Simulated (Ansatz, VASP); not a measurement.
## Two plane-wave programs on TePt

```xyz
4
Lattice="4.2911 0.0000 0.0000 -2.1456 3.7162 0.0000 0.0000 0.0000 5.6993" Properties=species:S:1:pos:R:3 pbc="T T T"
Pt    0.0000    0.0000    0.0000
Pt    0.0000    0.0000    2.8496
Te    0.0000    2.4775    1.4248
Te    2.1456    1.2387    4.2745
```

Change from the starting cell: volume scaled by 1.02.

Alike in both runs: task single point; functional PBEsol; k mesh 7 × 7 × 5; occupations fermi-dirac, width 0.05 eV; no spin polarisation.

|  | VASP | Ansatz |
| --- | --- | --- |
| version | VASP 6.6.1 | Ansatz 0.2.0 |
| potentials or method | VASP PAW PBE potentials, release 64 (Pt, Te) | Ansatz PAW |
| plane-wave cutoff (eV) | 520 | 420 |
| valence electrons in the cell | 32 | 68 |

VASP gave:

* gap on the k mesh at the Fermi level (eV): none
* pressure (GPa): -7.2
* largest component of the traceless stress (GPa): 1.17

Problem. Estimate Ansatz's values.

Solution. gap on the k mesh at the Fermi level (eV): none; pressure (GPa): -7.0; largest component of the traceless stress (GPa): 1.16.

A gap of «none» marks a metal or a gap that the smearing closes. With one functional, cell and mesh, what is left measures potentials, basis and numerics. The two sets of potentials don't hold the same shells in valence.

Caveats: the PAW data sets were made with another functional, which shifts forces and pressure a little (VASP); the PAW data sets come from PBE, with cores solved anew for the run's functional, which leaves a small shift of forces and pressure (Ansatz). Spin-orbit coupling is left out, which matters for the levels of Pt, Te.
